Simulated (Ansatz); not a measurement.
Planning a run of Ansatz 0.2.0 on InSe (layers cut from the bulk crystal). The input:

```yaml
crystal:
  lattice:
    - [4.0283038166, 0.0, 0.0]
    - [-2.0141519083, 3.4886134394, 0.0]
    - [0.0, 0.0, 34.0]
  atoms:
    - { symbol: Se, position: [0.3333333333, 0.6666666667, 0.4208363843] }
    - { symbol: In, position: [0.6666666667, 0.3333333333, 0.4589065086] }
    - { symbol: In, position: [0.6666666667, 0.3333333333, 0.5410934914] }
    - { symbol: Se, position: [0.3333333333, 0.6666666667, 0.5791636157] }
  periodic: [true, true, false]
kpoints:
  mp_grid: { grid: [6, 6, 1] }
hamiltonian:
  xc: pbe
  pseudopotentials: { kind: paw, azcp: { folder: "./paw" } }
scf:
  occupations: { method: fixed }
gw:
  n_empty_bands: 360
  ecut_chi: 48.0
  qp_bands: [v2, c2]
  qp_kpoints: band_edges
  screening: { model: contour_deformation }
```

```sh
ansatz run input.yaml --threads 3 --pin off --max-ram 92160MiB --backend cuda --events-out ev --progress --plain --runs-dir out --devices 1 --max-vram 13GiB
```

How long will it take on 1 × NVIDIA H100 80GB HBM3 (shared by 6 runs) with 3 threads of AMD EPYC 7R13 (Zen 3), shared host, and how much memory?

It took 44 s; on shared hardware allow 22 s to 88 s. Peak host memory was 1.8 GiB. The sizes that set the cost: 9353 plane waves a state, 7 irreducible k points, 389 bands summed, 351 plane waves in the screening and 9 SCF cycles.

The screening grows as filled bands × empty bands × pairs of k points, times the square of the screening basis for the matrix.

[Paths, hosts, dates, memory and timing lines, banners, echoed tables and standing remarks are left out of the program output.]

[Logs are printed without paths, hosts, clocks, repeated set-up lines and the standing remarks that a program may print on its own settings, such as how far it seeks lower states.]

[Runs of the session that timed out or met a known fault of the program may be left out.]

[Cells called generated may have been cut or substituted from an entry of the Crystallography Open Database or the Materials Project.]

[Hosts, paths, dates, database ids (printed as entryN), source tags and the programs' standing remarks are cut or masked in the printed files.]
